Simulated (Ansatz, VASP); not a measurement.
## Two plane-wave programs on Mg

```
Mg
1.0
     3.14875    0.00000    0.00000
    -1.57438    2.72690    0.00000
     0.00000    0.00000    5.05459
Mg
2
Direct
  0.33333 0.66667 0.25000
  0.66667 0.33333 0.75000
```

Alike in both runs: functional PBE; dispersion D3(BJ); k mesh 18 × 18 × 8; occupations gaussian, width 0.1 eV; no spin polarisation.

Ansatz relaxed the structure, and its values are those at the end. VASP's run is a single point on that final structure, the one shown.

|  | VASP | Ansatz |
| --- | --- | --- |
| version | VASP 6.6.1 | Ansatz 0.2.0 |
| potentials or method | VASP PAW PBE potentials, release 64 (Mg) | scalar-relativistic, plane waves, PAW |
| plane-wave cutoff (eV) | 520 | 420 |
| valence electrons in the cell | 4 | 20 |

```tsv
	VASP	Ansatz	Ansatz less VASP
gap on the k mesh at the Fermi level (eV)	none	none	-
pressure (GPa)	-0.1	0.0	+0.12
```

A gap of «none» marks a metal or a gap that the smearing closes. The two sets of potentials don't hold the same shells in valence.

Caveats: pairwise dispersion overbinds metals, which lowers pressure and volume.
